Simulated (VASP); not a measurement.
# ZrC (Fm-3m) in VASP: a series of runs

One crystal, ZrC, is run at these levels: PBEsol; tasks: single point, relaxation of cell and atoms.

All numbers are computed with VASP 6.6.1; they aren't measurements. Logs are shortened: lines on timing, memory, paths and dates and some standing lists are left out, and cuts for length are marked.

**1. The crystal as given**

It takes space group Fm-3m (No. 225, cubic). Conventional cell: a = 4.709 Å, b = 4.709 Å, c = 4.709 Å, α = 90.00°, β = 90.00°, γ = 90.00°. Zr (site symmetry m-3m) is surrounded by 6 C at 2.35 Å. C (site symmetry m-3m) is surrounded by 6 Zr at 2.35 Å.

**2. Single point, PBEsol (relaxed again under DFT PBEsol, scalar-relativistic, plane waves, PAW)**

Input file INCAR:

```
SYSTEM = ZrC
PREC = Accurate
ENCUT = 520
EDIFF = 1E-6
ISMEAR = 0
SIGMA = 0.1
LREAL = .False.
LASPH = .True.
NELM = 80
ALGO = Normal
ISIF = 2
LWAVE = .False.
LCHARG = .False.
GGA = PS
NBANDS = 15
```

Input file KPOINTS:

```
regular mesh
0
Gamma
  16 16 16
  0 0 0
```

Input file POSCAR:

```
ZrC
1.0
    0.0000000000      2.3345592997      2.3345592997
    2.3345592997      0.0000000000      2.3345592997
    2.3345592997      2.3345592997      0.0000000000
Zr C
1 1
Direct
    0.5000000000      0.5000000000      0.5000000000
    0.0000000000      0.0000000000      0.0000000000
```

Potentials or basis: VASP PAW PBE potentials, release 64 (Zr_sv, C).

Launch:

```bash
$ cat potpaw_PBE.64/Zr_sv/POTCAR potpaw_PBE.64/C/POTCAR > POTCAR
$ mpirun -np 1 vasp_std > vasp.out
```

OUTCAR:

```text
SYSTEM = ZrC
   PREC = Accurate
   ENCUT = 520
   EDIFF = 1E-6
   ISMEAR = 0
   LREAL = .False.
   LASPH = .True.
   NELM = 80
   ISIF = 2
   GGA = PS

 ion  position               nearest neighbor table
   1  0.500  0.500  0.500-   2 2.33   2 2.33   2 2.33   2 2.33   2 2.33   2 2.33
   2  0.000  0.000  0.000-   1 2.33   1 2.33   1 2.33   1 2.33   1 2.33   1 2.33

  LATTYP: Found a face centered cubic cell.
 ALAT       =     4.6691185994

  Lattice vectors:

 A1 = (   0.0000000000,   2.3345592997,   2.3345592997)
 A2 = (   2.3345592997,   0.0000000000,   2.3345592997)
 A3 = (   2.3345592997,   2.3345592997,   0.0000000000)

Analysis of symmetry for initial positions (statically):
=====================================================================
 Subroutine PRICEL returns:
 Original cell was already a primitive cell.

 Routine SETGRP: Setting up the symmetry group for a
 face centered cubic supercell.

 Subroutine GETGRP returns: Found 48 space group operations
 (whereof 48 operations were pure point group operations)
 out of a pool of 48 trial point group operations.

The static configuration has the point symmetry O_h .

Analysis of symmetry for dynamics (positions and initial velocities):
=====================================================================
 Subroutine PRICEL returns:
 Original cell was already a primitive cell.

 Routine SETGRP: Setting up the symmetry group for a
 face centered cubic supercell.

 Subroutine GETGRP returns: Found 48 space group operations
 (whereof 48 operations were pure point group operations)
 out of a pool of 48 trial point group operations.

The dynamic configuration has the point symmetry O_h .

 Subroutine INISYM returns: Found 48 space group operations
 (whereof 48 operations are pure point group operations),
 and found     1 'primitive' translations

----------------------------------------------------------------------------------------

                                     Primitive cell

  volume of cell :      25.4475

  direct lattice vectors                    reciprocal lattice vectors
     0.000000000  2.334559300  2.334559300    -0.214173185  0.214173185  0.214173185
     2.334559300  0.000000000  2.334559300     0.214173185 -0.214173185  0.214173185
     2.334559300  2.334559300  0.000000000     0.214173185  0.214173185 -0.214173185

  length of vectors
     3.301565424  3.301565424  3.301565424     0.370958837  0.370958837  0.370958837

  position of ions in fractional coordinates (direct lattice)
     0.500000000  0.500000000  0.500000000
     0.000000000  0.000000000  0.000000000

  ion indices of the primitive-cell ions
   primitive index   ion index
                 1           1
                 2           2

----------------------------------------------------------------------------------------

 KPOINTS: regular mesh

Automatic generation of k-mesh.
 Grid dimensions read from file:
 generate k-points for:   16   16   16

 Generating k-lattice:

  Cartesian coordinates                     Fractional coordinates (reciprocal lattice)
    -0.013385824  0.013385824  0.013385824     0.062500000  0.000000000  0.000000000
     0.013385824 -0.013385824  0.013385824     0.000000000  0.062500000  0.000000000
     0.013385824  0.013385824 -0.013385824     0.000000000  0.000000000  0.062500000

  Length of vectors
     0.023184927  0.023184927  0.023184927

  Shift w.r.t. Gamma in fractional coordinates (k-lattice)
     0.000000000  0.000000000  0.000000000

 Subroutine IBZKPT returns following result:
 ===========================================

 Found    145 irreducible k-points:

 Following reciprocal coordinates:
            Coordinates               Weight
  0.000000  0.000000  0.000000      1.000000
  0.062500  0.000000  0.000000      8.000000
  0.125000  0.000000  0.000000      8.000000
  0.187500  0.000000  0.000000      8.000000
  0.250000  0.000000  0.000000      8.000000
  0.312500  0.000000  0.000000      8.000000
[... 16 lines left out ...]
 -0.125000  0.062500  0.000000     24.000000
 -0.062500  0.062500  0.000000     12.000000
 [... further k-points ...]
   k-points           NKPTS =    145   k-points in BZ     NKDIM =    145   number of bands    NBANDS=     15
   number of dos      NEDOS =    301   number of ions     NIONS =      2
   total plane-waves  NPLWV =  21952
   dimension x,y,z NGX =    28 NGY =   28 NGZ =   28
   dimension x,y,z NGXF=    56 NGYF=   56 NGZF=   56
   ions per type =               1   1
   NGX,Y,Z   is equivalent  to a cutoff of  14.10, 14.10, 14.10 a.u.
   NGXF,Y,Z  is equivalent  to a cutoff of  28.20, 28.20, 28.20 a.u.
 SYSTEM =  ZrC
   PREC   = accura    normal or accurate (medium, high low for compatibility)
   ISTART =      0    job   : 0-new  1-cont  2-samecut
   ICHARG =      2    charge: 1-file 2-atom 10-const
   ISPIN  =      1    spin polarized calculation?
   LNONCOLLINEAR =      F non collinear calculations
   LSORBIT =      F    spin-orbit coupling
   LASPH  =      T    aspherical Exc in radial PAW
   ENCUT  =  520.0 eV  38.22 Ry    6.18 a.u.   6.14  6.14  6.14*2*pi/ulx,y,z
   NELM   =     80;   NELMIN=  2; NELMDL= -5     # of ELM steps
   EDIFF  = 0.1E-05   stopping-criterion for ELM
   LREAL  =      F    real-space projection
   EDIFFG = 0.1E-04   stopping-criterion for IOM
   NSW    =      0    number of steps for IOM
   IBRION =     -1    ionic relax: 0-MD 1-quasi-New 2-CG
   NFREE  =      0    steps in history (QN), initial steepest desc. (CG)
   ISIF   =      2    stress and relaxation
   ISYM   =      2    0-nonsym 1-usesym 2-fastsym
   POTIM  = 0.5000    time-step for ionic-motion
   TEBEG  =    0.0;   TEEND  =   0.0 temperature during run
   PSTRESS=    0.0 pullay stress
   NELECT =      16.0000    total number of electrons
   NUPDOWN=      -1.0000    fix difference up-down
   EMIN   =  10.00;   EMAX   =-10.00  energy-range for DOS
   EFERMI =   0.00;   METHOD = LEGACY
   ISMEAR =     0;   SIGMA  =   0.10  broadening in eV -4-tet -1-fermi 0-gaus
   EFERMI_NEDOS =   21; number of points for ismear=-14 and -15
   IALGO  =     38    algorithm
   IMIX   =      4    mixing-type and parameters
     AMIX     =   0.40;   BMIX     =  1.00
     AMIX_MAG =   1.60;   BMIX_MAG =  1.00
  volume/ion in A,a.u.               =      12.72        85.86
  Fermi-wavevector in a.u.,A,eV,Ry     =   1.402490  2.650323 26.762381  1.966979
  Thomas-Fermi vector in A             =   2.525247
   LORBIT       =      0    0 simple, 1 ext, 2 COOP (PROOUT), +10 PAW based schemes
   GGA     = PS    functional components
   LHFCALC =     F    Hartree Fock is set to
   AEXX    =    0.0000 exact exchange contribution
   IVDW    =     0    specifies the selected vdW correction
   LEPSILON=     F    determine dielectric tensor
   LRPA    =     F    only Hartree local field effects (RPA)
 non-spin polarized calculation
 Gauss-broadening in eV      SIGMA  =   0.10
  energy-cutoff  :      520.00
  volume of cell :       25.45
 maximum number of plane-waves:       701
 NGX is ok and might be reduce to    28
   NGX = 13   NGY = 13   NGZ = 13

 number of electron      16.0000000 magnetization

 Free energy of the ion-electron system (eV)
  ---------------------------------------------------
  ext. energy  EPLUGINS =         0.00000000
  ---------------------------------------------------
  free energy    TOTEN  =       -20.57345011 eV

  energy without entropy =      -20.57170410  energy(sigma->0) =      -20.57257711

 E-fermi :   9.7086     XC(G=0): -12.3790

 val. band max:        9.6828423764   @ k =   0.3750   0.3125   0.0000
 cond. band min:       9.7490550426   @ k =   0.4375   0.4375   0.0000
 fundamental gap:      0.0662126662
 Fermi energy:         9.7085899313

 k-point     1 :       0.0000    0.0000    0.0000
  band No.  band energies     occupation
      1     -38.1720      2.00000
      2     -15.8992      2.00000
      3     -15.8992      2.00000
      4     -15.8992      2.00000
      5      -1.6268      2.00000
      6      10.6812      0.00000
      7      10.6812      0.00000
      8      10.6812      0.00000
      9      10.7881      0.00000
     10      10.7881      0.00000
     11      10.7881      0.00000
     12      12.5884      0.00000
     13      12.5884      0.00000
     14      17.2487      0.00000
     15      20.1443      0.00000

 k-point     2 :       0.0625    0.0000    0.0000
  band No.  band energies     occupation
      1     -38.1677      2.00000
      2     -15.9379      2.00000
      3     -15.9025      2.00000
      4     -15.9025      2.00000
      5      -1.5333      2.00000
      6       9.9030      0.00598
      7      10.1148      0.00000
      8      10.1148      0.00000
      9      11.0157      0.00000
     10      11.0157      0.00000
     11      11.3606      0.00000
     12      13.1177      0.00000
     13      13.1177      0.00000
     14      17.4417      0.00000
     15      20.3994      0.00000

 k-point     3 :       0.1250    0.0000    0.0000
  band No.  band energies     occupation
      1     -38.1556      2.00000
      2     -16.0464      2.00000
      3     -15.9119      2.00000
      4     -15.9119      2.00000
      5      -1.2630      2.00000
      6       8.9385      2.00000
      7       9.3181      2.00000
      8       9.3181      2.00000
      9      11.3101      0.00000
     10      11.3101      0.00000
     11      11.7954      0.00000
     12      14.1815      0.00000
     13      14.1815      0.00000
     14      17.9432      0.00000
     15      21.1033      0.00000
[... 343 lines left out ...]
 k-point    23 :      -0.1250    0.0625    0.0000
  band No.  band energies     occupation
      1     -38.1467      2.00000
      2     -16.1090      2.00000
      3     -15.9465      2.00000
      4     -15.9065      2.00000
      5      -1.0674      2.00000
      6       8.4120      2.00000
      7       8.7878      2.00000
      8       9.0836      2.00000
      9      11.1973      0.00000
     10      11.8805      0.00000
     11      12.1611      0.00000
     12      14.0065      0.00000
     13      15.2885      0.00000
     14      18.3181      0.00000
     15      21.5943      0.00000

 k-point    24 :      -0.0625    0.0625    0.0000
  band No.  band energies     occupation
      1     -38.1608      2.00000
      2     -15.9911      2.00000
      3     -15.9234      2.00000
      4     -15.9009      2.00000
      5      -1.3825      2.00000
      6       9.3180      2.00000
      7       9.5346      1.98612
      8       9.6632      1.47902
      9      10.9353      0.00000
     10      11.5867      0.00000
     11      11.6798      0.00000
     12      13.2335      0.00000
     13      14.1107      0.00000
     14      17.7521      0.00000
     15      20.8032      0.00000

 [... further k-points ...]
[... 5 lines left out ...]
  --------------------------------------------------------------------------------------
  -------------------------------------------------------------------------------------
  Total        0.0527818      0.0527818      0.0527818      0.0000000      0.0000000     -0.0000000
  in kB        3.3231510      3.3231510      3.3231510      0.0000000      0.0000000     -0.0000000
  external PRESSURE =       3.3231510 kB  Pullay stress =       0.0000000 kB

 VOLUME and BASIS-vectors are now :
 -----------------------------------------------------------------------------
  energy-cutoff  :      520.00
  volume of cell :       25.45
      direct lattice vectors                 reciprocal lattice vectors
     0.000000000  2.334559300  2.334559300    -0.214173185  0.214173185  0.214173185
     2.334559300  0.000000000  2.334559300     0.214173185 -0.214173185  0.214173185
     2.334559300  2.334559300  0.000000000     0.214173185  0.214173185 -0.214173185

 POSITION                                       TOTAL-FORCE (eV/Angst)
 -----------------------------------------------------------------------------------
      2.33456      2.33456      2.33456        -0.000000     -0.000000      0.000000
      0.00000      0.00000      0.00000         0.000000      0.000000     -0.000000
 -----------------------------------------------------------------------------------
    total drift:                                0.000000      0.000000      0.000000

  FREE ENERGIE OF THE ION-ELECTRON SYSTEM (eV)
  ---------------------------------------------------
  free  energy   TOTEN  =       -20.5734501081 eV

  energy  without entropy=      -20.5717041030  energy(sigma->0) =      -20.57257711
```

Wall time 76 s (1 thread of Intel Xeon Platinum 8488C (Sapphire Rapids), shared host); peak memory 0.19 GiB.

Results:

| Quantity | Value |
| --- | --- |
| Free energy | -20.5735 eV |
| Pressure | 0.3 GPa |
| Band gap on the k mesh | none (metal or under the smearing width) |

Caveat: the PAW data sets were made with another functional, which shifts forces and pressure a little.

**3. Relaxation of cell and atoms, PBEsol**

Input file INCAR:

```
SYSTEM = ZrC
ALGO = Normal ; EDIFF = 1E-6
EDIFFG = -0.005 ; ENCUT = 600
GGA = PS ; IBRION = 2
ISIF = 3 ; ISMEAR = 0
LASPH = .True. ; LCHARG = .False.
LREAL = .False. ; LWAVE = .False.
NELM = 60 ; NSW = 70
PREC = Accurate ; SIGMA = 0.1
```

Input file KPOINTS:

```
k-points
0
Gamma
  16 16 16
  0 0 0
```

Input file POSCAR:

```
ZrC
1.0
    0.0000000000      2.3543976079      2.3543976079
    2.3543976079      0.0000000000      2.3543976079
    2.3543976079      2.3543976079      0.0000000000
Zr C
1 1
Direct
    0.5000000000      0.5000000000      0.5000000000
    0.0000000000      0.0000000000      0.0000000000
```

Potentials or basis: VASP PAW PBE potentials, release 64 (Zr_sv, C).

Launch:

```bash
$ cat potpaw_PBE.64/Zr_sv/POTCAR potpaw_PBE.64/C/POTCAR > POTCAR
$ mpirun -np 1 vasp_std > vasp.out
```

Wall time 2.2 min (1 thread of Intel Xeon Platinum 8488C (Sapphire Rapids), shared host); peak memory 0.2 GiB.

Results (log left out):

- Free energy: -20.5750 eV
- Relaxed volume: 12.74 Å³/atom
- Relaxed cell: a = 3.303 Å, b = 3.303 Å, c = 3.303 Å, α = 60.00°, β = 60.00°, γ = 60.00°
- Space group after relaxing (to 0.05 Å): Fm-3m (No. 225)
- Energy gained by relaxing: 5.4 meV/atom
- Ionic steps: 3
- Pressure after relaxing: -0.1 GPa
- Band gap on the k mesh: none (metal or under the smearing width)

Step by step:
| step | energy change (eV) | largest force (eV/Å) | pressure (GPa) | volume (Å³) |
| --- | --- | --- | --- | --- |
| 1 | 0.0000 | 0.0000 | -5.47 | 26.10 |
| 2 | 0.0212 | 0.0000 | 10.45 | 24.46 |
| 3 | -0.0109 | 0.0000 | -0.06 | 25.48 |

Final structure:
```
CELL_PARAMETERS angstrom
0.00000 2.33562 2.33562
2.33562 0.00000 2.33562
2.33562 2.33562 0.00000
ATOMIC_POSITIONS crystal
Zr 0.50000 0.50000 0.50000
C 0.00000 0.00000 0.00000
```

Levels at points of the mesh, in eV from the Fermi level:
| k point | band 6 | band 7 | band 8 | band 9 | band 10 | band 11 |
| --- | --- | --- | --- | --- | --- | --- |
| (0.00, 0.00, 0.00) | 0.97 | 0.97 | 0.97 | 1.08 | 1.08 | 1.08 |
| (0.50, 0.00, 0.00) | -5.39 | -2.99 | -2.99 | 4.62 | 4.62 | 5.47 |
| (0.50, 0.50, 0.00) | -2.02 | -1.86 | 0.11 | 0.11 | 4.58 | 5.83 |

Caveat: the PAW data sets were made with another functional, which shifts forces and pressure a little.
